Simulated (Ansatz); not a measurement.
Band structure of BeO (P6_3mc, 8 atoms in the cell).

```xyz
8
Lattice="2.7173 0.0000 0.0000 -1.3587 2.3533 0.0000 0.0000 0.0000 8.8958" Properties=species:S:1:pos:R:3 pbc="T T T"
Be     0.0000     0.0000     0.0000
Be     0.0000     0.0000     4.4479
Be     1.3587     0.7844     6.6734
Be     0.0000     1.5688     2.2255
O      0.0000     0.0000     7.2248
O      0.0000     0.0000     2.7769
O      1.3587     0.7844     5.0109
O      0.0000     1.5688     0.5630
```

Computed with PBE (plane waves, PAW; Ansatz, a quantum-chemistry and plane-wave program).

Settings: basis.ecutwfc = 420 eV; kpoints.mp_grid.grid = 14 14 4; hamiltonian.xc = pbe; hamiltonian.pseudopotentials = {kind: paw} (the program's default PAW files); scf.occupations.method = gaussian; scf.occupations.width = 0.2 eV; kpoints.band_path.npoints = 8.

The starting cell was generated: these elements placed on a structure prototype, without a prior relaxation; it need not be a known phase or ordering of this composition. Its lattice was rescaled by a random factor within 2.5 % of one.

Task: Predict the gap along the standard path and the places of the band edges.

Result: The gap along the path is 7.26 eV, direct at Γ to within 0.01 eV.

Levels in eV from the top of the valence band on the path, bands 13 to 20:
```
point     13     14     15     16    17    18     19     20
-----  -----  -----  -----  -----  ----  ----  -----  -----
Γ      -0.41  -0.05   0.00   0.00  7.26  9.33   9.62  11.48
M      -1.71  -1.70  -1.15  -0.86  7.69  8.39  10.86  11.13
K      -2.34  -1.97  -1.97  -1.28  9.91  9.91  11.41  11.41
A      -0.14  -0.14  -0.14  -0.14  8.01  8.01  10.85  10.85
L      -1.57  -1.57  -1.14  -1.14  8.18  8.18  10.66  10.66
H      -1.79  -1.79  -1.74  -1.74  9.67  9.67  11.74  11.74
```

Keys are those of Ansatz 0.2.
